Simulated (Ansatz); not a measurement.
# A thicker film of SrO (110) from two thinner ones

In a field along its normal an insulating film takes a dipole p. Written as a length, p/(ε₀AE), it should grow by 1 − 1/ε for each ångström added.

**Method.** Ansatz 0.2.0, plane waves with PAW datasets (its set soft_2), LDA; rocksalt films relaxed at a bulk in-plane lattice constant near the measured one, then held in weak fields of both signs with a dipole correction (A is the cell's area, E the outer field).

```
     run  distance between the outer atoms (Å)  p/(ε₀AE) (Å)
 5 units                                 6.874         7.829
 8 units                                12.201        11.659
12 units                                19.272             ?
```

Q: Estimate the withheld value from the rows shown.

Two rows fix a line: slope = (11.659 − 7.829) / (12.201 − 6.874) = 0.7190, intercept 2.8865. That slope means ε = 1/(1 − 0.7190) = 3.56. At 19.272 it gives 0.7190 × 19.272 + 2.8865 = 16.743 Å, beyond the rows fitted. Rounding of the rows alone allows about ±0.003 Å there; two rows can't show whether the line holds.

The run itself gives 16.901 Å: a miss of +0.158 Å, or 0.9 % of the value. The length is met to within 1 %, though ε is more sensitive than the length: the two thickest films give ε = 3.87.

**Limits.** This is the electronic response alone. A unit is one step of the cut along the normal (a plane, a pair of planes or a cell), and the layers relax along it, away from their bulk spacing where the functional's lattice constant differs from the one held.

[Logs are printed without paths, hosts, clocks, repeated set-up lines and the standing remarks that a program may print on its own settings, such as how far it seeks lower states.]
